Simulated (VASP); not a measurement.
All values below come from PBE GGA, VASP's PBE PAW potentials (set 64) (plane waves; VASP).

The input files of a VASP run:

INCAR:
```
! general
SYSTEM = Li3N
PREC   = Accurate
ENCUT  = 400
LREAL  = .False.
LASPH  = .True.

! electronic loop
EDIFF  = 1E-6
NELM   = 100
ALGO   = Normal

! smearing
ISMEAR = 0
SIGMA  = 0.01

! functional
GGA    = PE

! ions
ISIF   = 2

! output
LWAVE  = .False.
LCHARG = .False.
```

KPOINTS:
```
Automatic mesh
0
Gamma
6 6 5
0 0 0
```

### POSCAR
```
Li3N
1
    3.5725500000     0.0000000000     0.0000000000
   -1.7862750000     3.0939190000     0.0000000000
    0.0000000000     0.0000000000     3.8149370000
Li N
3 1
Direct
  0.0000000000   0.0000000000   0.5000000000
  0.3333330000   0.6666670000   0.0000000000
  0.6666670000   0.3333330000   0.0000000000
  0.0000000000   0.0000000000   0.0000000000
```

POTCAR, in this order: Li_sv N (PBE.64 set). Program: vasp_std.

The resulting files:

OUTCAR:
```
 ion  position               nearest neighbor table
   1  0.000  0.000  0.500-   4 1.91   4 1.91
   2  0.333  0.667  0.000-   3 2.06   4 2.06   3 2.06   4 2.06   4 2.06   3 2.06
   3  0.667  0.333  0.000-   2 2.06   4 2.06   2 2.06   4 2.06   4 2.06   2 2.06
   4  0.000  0.000  0.000-   1 1.91   1 1.91   3 2.06   2 2.06   2 2.06   3 2.06   3 2.06   2 2.06
  LATTYP: Found a hexagonal cell.
 ALAT       =     3.5725500000
 C/A-ratio  =     1.0678470560
 Subroutine PRICEL returns:
 Original cell was already a primitive cell.
 Subroutine GETGRP returns: Found 24 space group operations
The static configuration has the point symmetry D_6h.
The dynamic configuration has the point symmetry D_6h.
 Subroutine INISYM returns: Found 24 space group operations
 Subroutine IBZKPT returns following result:
 Found     21 irreducible k-points:

 Following reciprocal coordinates:
            Coordinates               Weight
  0.000000  0.000000  0.000000      1.000000
  0.166667 -0.000000  0.000000      6.000000
  0.333333 -0.000000  0.000000      6.000000
  0.500000 -0.000000  0.000000      3.000000
  0.166667  0.166667  0.000000      6.000000
  0.333333  0.166667  0.000000     12.000000
  0.333333  0.333333  0.000000      2.000000
  0.000000  0.000000  0.200000      2.000000
  0.166667 -0.000000  0.200000     12.000000
  0.333333 -0.000000  0.200000     12.000000
  0.500000 -0.000000  0.200000      6.000000
  0.166667  0.166667  0.200000     12.000000
  0.333333  0.166667  0.200000     24.000000
  0.333333  0.333333  0.200000      4.000000
  0.000000  0.000000  0.400000      2.000000
  0.166667 -0.000000  0.400000     12.000000
  0.333333 -0.000000  0.400000     12.000000
  0.500000 -0.000000  0.400000      6.000000
  0.166667  0.166667  0.400000     12.000000
  0.333333  0.166667  0.400000     24.000000
  0.333333  0.333333  0.400000      4.000000
   k-points           NKPTS =     21   k-points in BZ     NKDIM =     21   number of bands    NBANDS=     11
   number of dos      NEDOS =    301   number of ions     NIONS =      4
   total plane-waves  NPLWV =  16128
   dimension x,y,z NGX =    24 NGY =   24 NGZ =   28
   dimension x,y,z NGXF=    48 NGYF=   48 NGZF=   56
   ions per type =               3   1
   PREC   = accura    normal or accurate (medium, high low for compatibility)
   ISTART =      0    job   : 0-new  1-cont  2-samecut
   ICHARG =      2    charge: 1-file 2-atom 10-const
   ISPIN  =      1    spin polarized calculation?
   LNONCOLLINEAR =      F non collinear calculations
   LSORBIT =      F    spin-orbit coupling
   INIWAV =      1    electr: 0-lowe 1-rand  2-diag
   ENCUT  =  400.0 eV  29.40 Ry    5.42 a.u.   5.83  5.83  6.22*2*pi/ulx,y,z
   NELM   =    100;   NELMIN=  2; NELMDL= -5     # of ELM steps
   EDIFF  = 0.1E-05   stopping-criterion for ELM
   LREAL  =      F    real-space projection
   NLSPLINE    = F    spline interpolate recip. space projectors
   LMAXMIX     =    2 max onsite mixed and CHGCAR
   VOSKOWN=      0    Vosko Wilk Nusair interpolation
   EDIFFG = 0.1E-04   stopping-criterion for IOM
   NSW    =      0    number of steps for IOM
   NBLOCK =      1;   KBLOCK =      1    inner block; outer block
   IBRION =     -1    ionic relax: 0-MD 1-quasi-New 2-CG
   NFREE  =      0    steps in history (QN), initial steepest desc. (CG)
   ISIF   =      2    stress and relaxation
   ISYM   =      2    0-nonsym 1-usesym 2-fastsym
   TEIN   =    0.0    initial temperature
   TEBEG  =    0.0;   TEEND  =   0.0 temperature during run
   SMASS  =  -3.00    Nose mass-parameter (am)
   PSTRESS=    0.0 pullay stress
   NELECT =      14.0000    total number of electrons
   EFERMI =   0.00;   METHOD = LEGACY
   ISMEAR =     0;   SIGMA  =   0.01  broadening in eV -4-tet -1-fermi 0-gaus
   IALGO  =     38    algorithm
...
```

File OSZICAR:
```
       N       E                     dE             d eps       ncg     rms          rms(c)
DAV:   1     0.557719884277E+02    0.55772E+02   -0.59977E+03   462   0.114E+03
DAV:   2    -0.104651912020E+02   -0.66237E+02   -0.61057E+02   629   0.236E+02
DAV:   3    -0.193759051167E+02   -0.89107E+01   -0.88797E+01   705   0.749E+01
DAV:   4    -0.199378927852E+02   -0.56199E+00   -0.56137E+00   715   0.172E+01
DAV:   5    -0.199450381435E+02   -0.71454E-02   -0.71450E-02   621   0.223E+00    0.100E+01
DAV:   6    -0.158301463361E+02    0.41149E+01   -0.25123E+01   501   0.230E+01    0.445E+00
DAV:   7    -0.157021377660E+02    0.12801E+00   -0.15346E+00   612   0.727E+00    0.236E+00
DAV:   8    -0.156265150932E+02    0.75623E-01   -0.33548E-01   542   0.459E+00    0.110E+00
DAV:   9    -0.156175160707E+02    0.89990E-02   -0.49884E-02   568   0.136E+00    0.353E-01
DAV:  10    -0.156186025885E+02   -0.10865E-02   -0.44903E-03   558   0.380E-01    0.923E-02
DAV:  11    -0.156183547498E+02    0.24784E-03   -0.19742E-03   578   0.202E-01    0.283E-02
DAV:  12    -0.156183575519E+02   -0.28021E-05   -0.13508E-04   580   0.740E-02    0.157E-02
DAV:  13    -0.156183556369E+02    0.19150E-05   -0.21640E-05   573   0.300E-02    0.133E-03
DAV:  14    -0.156183551828E+02    0.45414E-06   -0.98976E-07   392   0.805E-03
   1 F= -.15618355E+02 E0= -.15618355E+02  d E =-.243031-108
```

OUTCAR:
```
------------------------ aborting loop because EDIFF is reached ----------------------------------------
  FORCE on cell =-STRESS in cart. coord.  units (eV):
  Direction    XX          YY          ZZ          XY          YZ          ZX
  --------------------------------------------------------------------------------------
  Total       -0.9749371     -0.9749371     -1.2269803      0.0000000      0.0000000      0.0000000
  in kB      -37.0435478    -37.0435465    -46.6201381      0.0000000      0.0000000      0.0000000
  external PRESSURE =     -40.2357441 kB  Pullay stress =       0.0000000 kB
  volume of cell :       42.17
      direct lattice vectors                 reciprocal lattice vectors
     3.572550000  0.000000000  0.000000000     0.279912108  0.161607334  0.000000000
    -1.786275000  3.093919000  0.000000000     0.000000000  0.323214667  0.000000000
     0.000000000  0.000000000  3.814937000     0.000000000  0.000000000  0.262127527
 POSITION                                       TOTAL-FORCE (eV/Angst)
 -----------------------------------------------------------------------------------
      0.00000      0.00000      1.90747         0.000000      0.000000      0.000000
     -0.00000      2.06261      0.00000         0.000000      0.000000      0.000000
      1.78628      1.03131      0.00000        -0.000000     -0.000000      0.000000
      0.00000      0.00000      0.00000         0.000000      0.000000      0.000000
 -----------------------------------------------------------------------------------
    total drift:                                0.000000     -0.000000      0.000000
  FREE ENERGIE OF THE ION-ELECTRON SYSTEM (eV)
  ---------------------------------------------------
  free  energy   TOTEN  =       -15.6183551828 eV

  energy  without entropy=      -15.6183551828  energy(sigma->0) =      -15.61835518
```
(Selected blocks of OUTCAR.)

At this cut-off the stress carries a Pulay error, which pulls relaxed volumes low.

The structure comes from a computed database's Li3N entry; how it stands against other phases isn't given here. The cell was not relaxed at this level.
